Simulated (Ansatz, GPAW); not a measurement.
BP: 3 runs at one level of theory

```
P B
1.0
     0.00000    2.26900    2.26900
     2.26900    0.00000    2.26900
     2.26900    2.26900    0.00000
P B
1 1
Direct
  0.75000 0.75000 0.75000
  0.00000 0.00000 0.00000
```

Alike in all runs: task single point; functional PBE; k mesh 10 × 10 × 10; occupations gaussian, width 0.016 eV; no spin polarisation; no spin-orbit coupling. Pressure is positive in compression and, in plane waves, holds the error of the finite cutoff, which Ansatz's Pulay term estimates and takes out.

| program and potentials | plane-wave cutoff (eV) | notes | band gap (eV) | pressure (GPa) |
| --- | --- | --- | --- | --- |
| Ansatz, Ansatz PAW | 420 | Pulay term of +0.13 GPa included | 1.24 | 1.13 |
| Ansatz, all-electron LAPW, scalar-relativistic | - | - | 1.25 | 1.09 |
| GPAW, GPAW PAW data sets (gpaw-data 1.2.1) | 800 | - | 1.24 | 1.38 |

The band gap spans 1.24 (Ansatz, Ansatz PAW) to 1.25 eV (Ansatz, all-electron LAPW, scalar-relativistic), with all-electron results at 1.25. The pressure spans 1.09 (Ansatz, all-electron LAPW, scalar-relativistic) to 1.38 GPa (GPAW, GPAW PAW data sets (gpaw-data 1.2.1)), with all-electron results at 1.09. The gap is indirect and read on the mesh alone.

The functional is the same throughout but for its coding, so the spread measures potentials, basis and numerics; runs on potential files found faulty are left out.

The three runs agree closely on the gap, so its size is a property of the functional rather than of the potentials. It lies well below the known indirect gap of zinc-blende boron phosphide, as expected from a semilocal functional, whose Kohn-Sham gap lacks the derivative discontinuity. The indirect character fits a strongly covalent, silicon-like crystal: boron and phosphorus differ little in electronegativity, the valence-band top at the zone centre is built from bonding p states, and the conduction-band minimum is known to lie towards X.

The positive pressure in every run means that PBE would favour a slightly larger cell, in line with its usual mild underbinding of covalent solids. Because the short B-P bonds make the lattice very stiff, such a pressure corresponds to only a small linear strain. The pressure separates the runs more clearly than the gap does, with GPAW above the other two, probably through differences in its data sets. The agreement between codes supports the numerical soundness of the PBE gap, not its use as a prediction of the optical absorption edge.
